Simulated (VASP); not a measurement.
Here is a VASP 6.6.1 calculation.

INCAR

```
PREC = Accurate ; ENCUT = 600
EDIFF = 1E-7 ; ISMEAR = 0
SIGMA = 0.03 ; LREAL = False
LASPH = True ; NELM = 80
ALGO = Normal ; ISIF = 3
LWAVE = False ; LCHARG = False
GGA = PS ; IBRION = 2
NSW = 90 ; EDIFFG = -0.005
KPAR = 4
```

The input KPOINTS:

```
regular mesh
0
Gamma
  9 9 4
```

File POSCAR:

```
CdS                                     
1.0
    4.1291875703      0.0000000000      0.0000000000
   -2.0645937852      3.5759813371     -0.0000000000
    0.0000000000      0.0000000000      6.7319037957
  Cd              S             
     2     2
Direct
     0.3333333300000021    0.6666666699999979    0.9995462563355958
     0.6666666699999979    0.3333333300000021    0.4995462563355957
     0.3333333300000021    0.6666666699999979    0.3754537436644043
     0.6666666699999979    0.3333333300000021    0.8754537436644042
```

Potentials or basis: VASP PAW PBE potentials, release 64 (Cd, S).

Launch:

```bash
$ cat potpaw_PBE.64/Cd/POTCAR potpaw_PBE.64/S/POTCAR > POTCAR
$ mpirun -np 4 vasp_std > vasp.out
```

Predict the band gap on the k mesh.

1.08 eV, direct.

Final structure:
```
Cd S
1.0
     4.13146    0.00000    0.00000
    -2.06573    3.57795    0.00000
     0.00000    0.00000    6.72462
Cd S
2 2
Cartesian
  0.0000 2.3853 6.7200
  2.0657 1.1927 3.3577
  0.0000 2.3853 2.5263
  2.0657 1.1927 5.8886
```

 A hybrid or GW would open this gap; PBEsol tends to underestimate it.
